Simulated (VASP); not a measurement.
**A VASP 6.6.1 single-point calculation on CdTe**

INCAR

```
SIGMA = 0.02
LWAVE = .FALSE.
LREAL = .FALSE.
PREC = Accurate
NSW = 0
ISMEAR = -1
METAGGA = RSCAN
NBANDS = 16
ENCUT = 520
LASPH = .TRUE.
EDIFF = 1E-7
ISIF = 2
IBRION = -1
LCHARG = .FALSE.
NELM = 120
```

KPOINTS

```
KPOINTS created by Atomic Simulation Environment
0
Gamma
6 6 6
0 0 0
```

POSCAR

```
Cd Te
 1.0000000000000000
    -0.0000000000000000    3.2799551161722134    3.2799551161722134
     3.2799551161722134    0.0000000000000000    3.2799551161722134
     3.2799551161722134    3.2799551161722134    0.0000000000000000
 Cd  Te
   1   1
Cartesian
  0.0000000000000000  0.0000000000000000 -0.0000000000000000
  1.6399775580861065  1.6399775580861065  1.6399775580861065
```

The recommended PBE PAW datasets give the neutral cell 18 valence electrons.

Command

```
mpirun -np 1 vasp_std
```

OSZICAR

```
N       E                     dE             d eps       ncg     rms          rms(c)
DAV:   1     0.147617428184E+02    0.14762E+02   -0.84800E+03   528   0.990E+02
DAV:   2    -0.851789886864E+02   -0.99941E+02   -0.95317E+02   592   0.237E+02
DAV:   3    -0.885956464680E+02   -0.34167E+01   -0.34120E+01   632   0.458E+01
DAV:   4    -0.886230025301E+02   -0.27356E-01   -0.27355E-01   760   0.365E+00
DAV:   5    -0.886230572067E+02   -0.54677E-04   -0.54676E-04   664   0.155E-01    0.479E+00
DAV:   6    -0.843800711866E+02    0.42430E+01   -0.25562E+00   528   0.196E+01    0.647E+00
DAV:   7    -0.843501909805E+02    0.29880E-01   -0.10106E-01   624   0.331E+00    0.427E+00
DAV:   8    -0.843596270213E+02   -0.94360E-02   -0.76837E-02   600   0.283E+00    0.888E-01
DAV:   9    -0.843635635810E+02   -0.39366E-02   -0.72498E-03   664   0.655E-01    0.292E-01
DAV:  10    -0.843634820215E+02    0.81559E-04   -0.21539E-03   584   0.510E-01    0.733E-02
DAV:  11    -0.843634761480E+02    0.58736E-05   -0.13496E-04   696   0.162E-01    0.476E-02
DAV:  12    -0.843634882244E+02   -0.12076E-04   -0.41603E-05   592   0.747E-02    0.180E-02
DAV:  13    -0.843634860068E+02    0.22176E-05   -0.77623E-06   616   0.350E-02    0.717E-03
DAV:  14    -0.843634860738E+02   -0.66920E-07   -0.22208E-07   640   0.459E-03
   1 F= -.84363486E+02 E0= -.84363486E+02  d E =-.172092E-10
```

From OUTCAR

```
k-points           NKPTS =     16   k-points in BZ     NKDIM =     16   number of bands    NBANDS=     16

   NELECT =      18.0000    total number of electrons

   dimension x,y,z NGX =    36 NGY =   36 NGZ =   36
   dimension x,y,z NGXF=    72 NGYF=   72 NGZF=   72

  energy-cutoff  :      520.00
  volume of cell :       70.57
      direct lattice vectors                 reciprocal lattice vectors
     0.000000000  3.279955116  3.279955116    -0.152441110  0.152441110  0.152441110
     3.279955116  0.000000000  3.279955116     0.152441110 -0.152441110  0.152441110
     3.279955116  3.279955116  0.000000000     0.152441110  0.152441110 -0.152441110

 k-points in reciprocal lattice and weights: KPOINTS created by Atomic Simulation Env
   0.00000000  0.00000000  0.00000000       0.005
   0.16666667  0.00000000  0.00000000       0.037
   0.33333333  0.00000000  0.00000000       0.037
   0.50000000  0.00000000  0.00000000       0.019
   0.16666667  0.16666667  0.00000000       0.028
   0.33333333  0.16666667  0.00000000       0.111
   0.50000000  0.16666667  0.00000000       0.111
  -0.33333333  0.16666667  0.00000000       0.111
   ...

 E-fermi :   2.1536

 k-point     1 :       0.0000    0.0000    0.0000
  band No.  band energies     occupation
      1      -9.5746      2.00000
      2      -6.7314      2.00000
      3      -6.7314      2.00000
      4      -6.7314      2.00000
      5      -6.4784      2.00000
      6      -6.4784      2.00000
      7       1.7466      2.00000
      8       1.7466      2.00000
      9       1.7466      2.00000
     10       2.8508      0.00000
     11       6.7778      0.00000
     12       6.7778      0.00000
     13       6.7778      0.00000
     14       9.5806      0.00000
     15      11.5032      0.00000
     16      11.5032      0.00000

 k-point     2 :       0.1667    0.0000    0.0000
  band No.  band energies     occupation
      1      -9.4799      2.00000
      2      -6.7137      2.00000
      3      -6.7137      2.00000
      4      -6.6448      2.00000
      5      -6.4793      2.00000
      6      -6.4793      2.00000
      7       0.1002      2.00000
      8       1.5325      2.00000
      9       1.5325      2.00000
     10       3.9022      0.00000
     11       6.8289      0.00000
     12       7.1078      0.00000
     13       7.1078      0.00000
     14      10.5983      0.00000
     15      10.6273      0.00000
     16      10.6273      0.00000

 k-point     3 :       0.3333    0.0000    0.0000
  band No.  band energies     occupation
      1      -9.2920      2.00000
      2      -6.6829      2.00000
      3      -6.6829      2.00000
      4      -6.4756      2.00000
      5      -6.4756      2.00000
      6      -6.3669      2.00000
      7      -1.7283      2.00000
      8       1.1686      2.00000
      9       1.1686      2.00000
     10       4.0124      0.00000
     11       7.3707      0.00000
     12       7.3707      0.00000
     13       8.3036      0.00000
     14      10.2159      0.00000
     15      11.0562      0.00000
     16      11.0562      0.00000

 ...

  Total        0.0445911      0.0445911      0.0445911      0.0000000      0.0000000      0.0000000
  in kB        1.0123367      1.0123367      1.0123367      0.0000000      0.0000000      0.0000000
  external PRESSURE =       1.0123367 kB  Pullay stress =       0.0000000 kB

 POSITION                                       TOTAL-FORCE (eV/Angst)
 -----------------------------------------------------------------------------------
      0.00000      0.00000      0.00000        -0.000000      0.000000      0.000000
      1.63998      1.63998      1.63998         0.000000     -0.000000     -0.000000
 -----------------------------------------------------------------------------------
    total drift:                               -0.000002     -0.000002     -0.000002

  FREE ENERGIE OF THE ION-ELECTRON SYSTEM (eV)
  ---------------------------------------------------
  free  energy   TOTEN  =       -84.3634860738 eV

  energy  without entropy=      -84.3634860737  energy(sigma->0) =      -84.36348607
```

It converged. Results: gap between bands v and c on the k mesh 1.10 eV; least direct gap on the k mesh 1.10 eV; pressure 0.1 GPa. Band v is the last that the valence electrons fill when counted band by band, and c is the next.

For comparison, a separate PBE run of the intended cell, on usual settings and not on those above, gives a gap of 0.66 eV on its mesh and a pressure of 1.1 GPa.

The run above took about 65 s on one core of a shared host (Intel Xeon Platinum 8488C) and held 0.22 GiB at most.
